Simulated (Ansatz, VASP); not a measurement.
**Two plane-wave programs on Au**

Contents of INCAR:

```
ALGO = Fast
EDIFF = 1E-7
ENCUT = 520
GGA = PS
ISIF = 2
ISMEAR = -1
LASPH = True
LCHARG = True
LELF = True
LREAL = False
LVHAR = True
LWAVE = False
NBANDS = 18
NELM = 100
PREC = Accurate
SIGMA = 0.05
```

Contents of KPOINTS:

```
k-points
0
Gamma
  10 10 6
```

File POSCAR:

```
Au
1.0
    2.8154890579      0.0000000000      0.0000000000
   -0.0129553469      2.8201795887      0.0000000000
   -1.1378916452     -1.1854109603      4.9240140333
Au
2
Direct
    0.6669780000      0.6345200000      0.2717050000
    0.3283250000      0.3241780000      0.7250720000
```

Contents of input.yaml:

```yaml
crystal:
  lattice:
    - [2.8154890579, 0.0, 0.0]
    - [-0.0129553469, 2.8201795887, 0.0]
    - [-1.1378916452, -1.1854109603, 4.9240140333]
  atoms:
    - { symbol: Au, position: [0.666978, 0.63452, 0.271705] }
    - { symbol: Au, position: [0.328325, 0.324178, 0.725072] }
hamiltonian:
  xc: pbesol
  pseudopotentials: { kind: paw }
kpoints:
  mp_grid: { grid: [10, 10, 6] }
scf:
  occupations: { method: fermi_dirac, width: 0.05 }
output:
  forces: true
  stress: true
  eigenvalues: true
```

Change from the starting cell: atoms moved at random, drawn with an rms of 0.05 Å.

Alike in both runs: task single point; functional PBEsol; k mesh 10 × 10 × 6; occupations fermi-dirac, width 0.05 eV; no spin polarisation.

|  | VASP | Ansatz |
| --- | --- | --- |
| version | VASP 6.6.1 | Ansatz 0.2.0 |
| potentials or method | VASP PAW PBE potentials, release 64 (Au) | Ansatz PAW |
| plane-wave cutoff (eV) | 520 | 420 |
| valence electrons in the cell | 22 | 38 |

VASP gave:

```
gap on the k mesh at the Fermi level (eV)       : none
pressure (GPa)                                  : -8.1
largest component of the traceless stress (GPa) : 1.80
rms of the force components (eV/Å)              : 0.131
```

**Question.** Which values does Ansatz return?

**Answer.** gap on the k mesh at the Fermi level (eV): none; pressure (GPa): -7.9; largest component of the traceless stress (GPa): 1.82; rms of the force components (eV/Å): 0.129.

Atom by atom the forces differ by 0.002 eV/Å (rms over components). A gap of «none» marks a metal or a gap that the smearing closes. The functional is the same, so the differences come from potentials, cutoffs and numerics. The two sets of potentials don't hold the same shells in valence.

Caveats: the PAW data sets were made with another functional, which shifts forces and pressure a little (VASP); the PAW data sets come from PBE, with cores solved anew for the run's functional, which leaves a small shift of forces and pressure (Ansatz). Spin-orbit coupling is left out, which matters for the levels of Au.
